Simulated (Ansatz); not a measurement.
# LiF: pressure against volume per atom

All results are calculated (Ansatz 0.2.0). Periodic Kohn-Sham DFT of a crystal at fixed atoms; pressure and stress are positive in compression; the energy is the free energy less that of spherical unpolarised free atoms; site moments are those in the method's own spheres, positive along +z.

Cell of the first row (space group Fm-3m, No. 225):
```
LiF
1.0
      0.0000     1.9729     1.9729
      1.9729     0.0000     1.9729
      1.9729     1.9729     0.0000
Li F
1 1
Direct
  0.00000 0.00000 0.00000
  0.50000 0.50000 0.50000
```

Settings of every row: method all-electron PAW; functional PBE; relativity scalar; k mesh 10x10x10; filling fermi-dirac; smearing width 0.03 eV; nucleus gaussian.

Atom start moment: 0 on all atoms.

| row | volume per atom (Å³) | pressure (GPa) |
| --- | --- | --- |
| 1 | 7.679 | 7.294 |
| 2 | 7.683 | 7.243 |
| 3 | 7.761 | 6.292 |
| 4 | 7.842 | 5.349 |
| 5 | 8.006 | 3.592 |
| 6 | 8.169 | ? |
| 7 | 8.251 | 1.276 |
| 8 | 8.333 | 0.577 |
| 9 | 8.496 | -0.717 |
| 10 | 8.578 | -1.315 |
| 11 | 8.659 | -1.895 |

Question: what pressure should row 6 give?

Worked fit of pressure. Take u = (V_r/V)^(2/3) − 1 with V_r = 8.1285 Å³ an atom, which is twice the finite (Eulerian) strain; such expansions in the strain, on which the Birch-Murnaghan equation of state is built, carry the rest volume and the bulk modulus. The shown rows have u = 0.03865, 0.03829, 0.03132, 0.02421, 0.01017, -0.00992, -0.01643, -0.02905, -0.03525, -0.04127. Least squares give pressure = 2.3903 + 114.978 × u + 290.51 × u² + 447 × u³ GPa; a parabola predicts inner rows, each left out in turn, worse (root mean square 0.007 against 0.0039 GPa). The rows lie off it by 0.000, -0.001, 0.002, -0.002, 0.002, -0.002, -0.001, -0.001, 0.006, -0.004 (root mean square 0.0027 GPa). The pressure vanishes at u = -0.0220, or V = 8.404 Å³ an atom, and there the bulk modulus at fixed shape and fractions is B = −V dP/dV = (2/3)(1 + u) dP/du = 67.1 GPa. The withheld row has u = -0.00331, so the fit gives 2.3903 + 114.978 × (-0.00331) + 290.51 × (-0.00331)² + 447 × (-0.00331)³ = 2.013 GPa.

The calculation gave 2.007 GPa. The fit lies 0.006 GPa (0.065 % of the column's range) above it; its largest miss of a shown row is 0.006 GPa.
